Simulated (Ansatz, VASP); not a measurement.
One calculation of Zn, two programs

Contents of INCAR:

```
  PREC = Accurate
  ENCUT = 520
  EDIFF = 1E-7
  ISMEAR = 1
  SIGMA = 0.05
  LREAL = False
  LASPH = True
  NELM = 100
  ALGO = Normal
  ISIF = 2
  LWAVE = False
  LCHARG = False
  GGA = PS
  IVDW = 12
  NBANDS = 12
```

KPOINTS

```
regular mesh
0
Gamma
  8 8 8
```

POSCAR

```
Zn
1.0
   -1.4940993638      1.4940993638      1.4940993638
    1.4940993638     -1.4940993638      1.4940993638
    1.4940993638      1.4940993638     -1.4940993638
Zn
1
Direct
    0.0120688640     -0.0011977141      0.0053181697
```

Input for Ansatz:

```yaml
crystal:
  lattice:
    - [-1.4940993637609927, 1.4940993637609927, 1.4940993637609927]
    - [1.4940993637609927, -1.4940993637609927, 1.4940993637609927]
    - [1.4940993637609927, 1.4940993637609927, -1.4940993637609927]
  atoms:
    - { symbol: Zn, position: [0.012068864044487239, -0.0011977140808217353, 0.0053181696814668805] }
basis:
  ecutwfc: 550.0
kpoints:
  mp_grid:
    grid: [8, 8, 8]
hamiltonian:
  xc: pbesol
  dispersion: d3bj
scf:
  occupations:
    method: methfessel_paxton
    width: 0.05
output:
  forces: true
  stress: true
```

This isn't the form of Zn at room conditions, which is hcp.

Alike in both runs: task single point; functional PBEsol; dispersion D3(BJ); k mesh 8 × 8 × 8; occupations methfessel-paxton of order 1, width 0.05 eV; no spin polarisation.

|  | VASP | Ansatz |
| --- | --- | --- |
| version | VASP 6.6.1 | Ansatz 0.2.0 |
| potentials or method | VASP PAW PBE potentials, release 64 (Zn) | plane waves, PAW |
| plane-wave cutoff (eV) | 520 | 550 |
| valence electrons in the cell | 12 | 12 |

```csv
,VASP,Ansatz,Ansatz less VASP
pressure (GPa),1.2,0.6,-0.56
dispersion energy (meV/atom),-410.4,-410.5,-0.12
```

Caveats: the k mesh is coarse (spacing up to 0.37 Å⁻¹), so the values aren't converged; the PAW data sets were made with another functional, which shifts forces and pressure a little (VASP); pairwise dispersion overbinds metals, which lowers pressure and volume.
